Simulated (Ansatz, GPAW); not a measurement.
Given: the input of a run of GPAW 26.7.0 (ASE script) on WC (Qusongite). 

The input run.py:

```python
from ase.dft.bandgap import bandgap
from ase.io import read, write
from ase.units import GPa
from gpaw import GPAW, PW

atoms = read('POSCAR')

calc = GPAW(mode=PW(800),
            xc='PBE',
            kpts={'size': (10, 10, 9), 'gamma': True},
            occupations={'name': 'methfessel-paxton', 'order': 0, 'width': 0.020999999999999998},
            nbands=19,
            convergence={'density': 1e-05, 'energy': 1e-05},
            maxiter=150,
            txt='gpaw.txt')
atoms.calc = calc
energy = atoms.get_potential_energy()
forces = atoms.get_forces()
stress = atoms.get_stress()
calc.write('gs.gpw')
write('result.traj', atoms)
print(f'Energy: {energy:.6f} eV')
print('Forces (eV/A):')
print(forces.round(4))
print('Stress (GPa):', (stress / GPa).round(3))
print('Fermi level:', round(calc.get_fermi_level(), 4), 'eV')
print(f'Gap: {bandgap(calc)[0]:.4f} eV, direct: {bandgap(calc, direct=True)[0]:.4f} eV')
```

File POSCAR:

```
WC
1.0
    2.9065000000      0.0000000000      0.0000000000
   -1.4532500000      2.5171028361      0.0000000000
    0.0000000000      0.0000000000      2.8366000000
W C
1 1
Direct
    0.0000000000      0.0000000000      0.0000000000
    0.6666666667      0.3333333333      0.5000000000
```

Potentials or basis: GPAW PAW data sets (gpaw-data 1.2.1), pw.

Launch:

```bash
$ OMP_NUM_THREADS=1 python run.py
```

Q: Translate it to Ansatz 0.2.0. Potentials or basis there: all-electron LAPW, scalar-relativistic.

A: As run (cutoffs and basis follow the program's own potentials, and thresholds, step limits or extra output files can differ):

Contents of input.yaml:

```yaml
crystal:
  lattice:
    - [2.9065, 0.0, 0.0]
    - [-1.45325, 2.5171028361, 0.0]
    - [0.0, 0.0, 2.8366]
  atoms:
    - { symbol: W, position: [0.0, 0.0, 0.0] }
    - { symbol: C, position: [0.6666666667, 0.3333333333, 0.5] }
kpoints:
  mp_grid: { grid: [10, 10, 9] }
scf:
  occupations: { method: gaussian, width: 0.021 }
hamiltonian:
  xc: pbe
  pseudopotentials: { kind: all_electron, lapw: { basis_error: 0.001 } }
output:
  forces: true
  stress: true
  eigenvalues: true
```

Potentials or basis: all-electron LAPW, scalar-relativistic.

Launch:

```console
$ ansatz run input.yaml --threads 1 --pin off --max-ram 3072MiB --backend cpu --events-out ev --progress --plain --runs-dir out
```

Both were run:

|  | GPAW | Ansatz |
| --- | --- | --- |
| Pressure | 5.4 GPa | 5.7 GPa |

Where Ansatz's input types no cutoff or centring, it takes its own default and a Γ-centred mesh.

Pressure is positive in compression.
